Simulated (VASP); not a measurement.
# ZnO (zincite) (P6_3mc) in VASP: settings compared, part 3 of 3

VASP 6.6.1. The steps go on from the part before.

### 7 Overview

```csv
task,level,potentials or basis,gap on the mesh (eV),pressure (GPa),largest force (eV/Å)
band structure,PBE,"VASP PAW PBE potentials, release 64 (Zn, O)",0.79,6.0,0.07
band structure,LDA,"VASP PAW LDA potentials, release 64 (Zn, O)",0.74,-,-
band structure,PBEsol,"VASP PAW PBE potentials, release 64 (Zn, O)",0.68,-0.6,0.07
band structure,RPBE,"VASP PAW PBE potentials, release 64 (Zn, O)",0.88,-,-
single point,PBE,"VASP PAW PBE potentials, release 64 (Zn, O)",0.79,6.0,0.07
```

Alike in all rows: no spin polarisation; cell as given; k mesh 9 × 9 × 5; cutoff (eV) 520; smearing fermi-dirac 0.05 eV.

Caveats: the PAW data sets were made with another functional, which shifts forces and pressure a little (some runs).

Total energies depend on the potentials used, so only differences within one code and one set of settings carry meaning.

### 8 Against experiment

Step 2. Against the measured gap of ZnO, 3.37 eV (quoted in “Electronic structure of alkaline earth and post-transition metal oxides”, 2009, arxiv:0908.1581), the calculated 0.79 eV is off by -2.58 eV. So large a miss can be the level of theory's own, or it may mean another phase, state or a wrong row. The value is that of PBE, without temperature or zero-point motion. Semilocal functionals fall short of measured gaps as a rule.

Step 3. A measured gap of ZnO is 3.37 eV (quoted in “Electronic structure of alkaline earth and post-transition metal oxides”, 2009, arxiv:0908.1581); the calculated 0.74 eV misses it by -2.63 eV. So large a miss can be the level of theory's own, or it may mean another phase, state or a wrong row. The value is that of LDA, without temperature or zero-point motion. Semilocal functionals fall short of measured gaps as a rule.

Step 4. Against the measured gap of ZnO, 3.37 eV (quoted in “Electronic structure of alkaline earth and post-transition metal oxides”, 2009, arxiv:0908.1581), the calculated 0.69 eV is off by -2.68 eV. So large a miss can be the level of theory's own, or it may mean another phase, state or a wrong row. The value is that of PBEsol, without temperature or zero-point motion. Semilocal functionals fall short of measured gaps as a rule.

Step 5. Against the measured gap of ZnO, 3.37 eV (quoted in “Electronic structure of alkaline earth and post-transition metal oxides”, 2009, arxiv:0908.1581), the calculated 0.88 eV is off by -2.49 eV. So large a miss can be the level of theory's own, or it may mean another phase, state or a wrong row. The value is that of RPBE, without temperature or zero-point motion. Semilocal functionals fall short of measured gaps as a rule.
